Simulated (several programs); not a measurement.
# Sb (buckled honeycomb monolayer) from semi-empirical methods to plane-wave DFT

Sb (buckled honeycomb monolayer), relaxed with r2SCAN in Ansatz, was computed with several methods. In-plane lattice: a = 4.105 Å, b = 4.105 Å, γ = 120.0°; thickness between the outer nuclei 1.61 Å. Sb is surrounded by 3 Sb at 2.87 Å. The cell comes from a prototype generator: it can be a known phase or a hypothetical one. Spin polarisation is off.

```xyz
2
Lattice="4.1052 0.0000 0.0000 -2.0526 3.5552 0.0000 0.0000 0.0000 26.8552" Properties=species:S:1:pos:R:3 pbc="T T F"
Sb    0.0000    2.3701    8.4589
Sb    2.0526    1.1851   10.0688
```
Periodic in the plane only; c spans the vacuum.

Gaps and times are for a single point on this cell. Times are rough, from shared hosts (AMD EPYC 7R13 Processor; Arm Neoverse V1; NVIDIA H100 80GB HBM3), and each method has its own mesh and cell size. PM6 (MOPAC), PM7 (MOPAC), GFN1-xTB (tblite) treat a cluster of cells at its zone centre, which samples few k points: where these miss a band edge, the gap comes out too large for that reason alone. Gaps from k meshes are read at a limited set of points (mesh, symmetry points, PBE's band edges), so each method's own least gap may be somewhat smaller. xTB and the PM methods were fitted mostly to molecules, and can miss a solid's gap by electronvolts. Minimal bases can be far off for gaps. Times of the plane-wave ladder aren't listed, since it ran on unlike processors and cards. GLLB-SC's gap includes the derivative discontinuity. d marks a direct gap, i an indirect one (no mark: not told apart), a dash a value that wasn't computed or didn't pass its checks.

| method | kind | gap (eV) | atoms computed | processor time |
| --- | --- | --- | --- | --- |
| PM7 (MOPAC) | semi-empirical | 2.44 | cluster | 0.79 s |
| GFN1-xTB (tblite) | tight binding | 1.16 | cluster | 0.81 s |
| light PBE (260 eV and a coarse mesh) | light plane-wave | 1.32 i | 2 | 2.5 s |
| PM6 (MOPAC) | semi-empirical | 6.64 | cluster | 3.3 s |
| PBE/single zeta (GPAW) | small basis | 1.62 i | 2 | 3.3 s |
| LDA | semilocal | 1.28 i | 2 | – |
| PBE | semilocal | 1.34 i | 2 | – |
| PBE+SOC | semilocal | 1.07 i | 2 | – |
| r2SCAN | semilocal | 1.60 i | 2 | – |
| PBE0 | hybrid | 2.46 i | 2 | – |
| LC-ωPBE | hybrid | 5.75 i | 2 | – |
| r2SCAN0 | hybrid | 2.61 i | 2 | – |
| HSE06 | hybrid | 1.84 i | 2 | – |
| HSE06+SOC | hybrid | 1.54 i | 2 | – |
| GLLB-SC (GPAW) | model potential | 2.14 | 2 | 88 s |

Against HSE06 (1.84 eV) and with closed or daggered gaps left aside, the nearest gap at the points sampled is that of PBE/single zeta (GPAW) (-0.22 eV) and the farthest that of PM6 (MOPAC) (+4.80 eV). HSE06 is only a yardstick of convenience, and nearness to it can be luck.

Runs without a result: GFN2-xTB (tblite) (single point).

Only the rows marked +SOC include spin-orbit coupling.
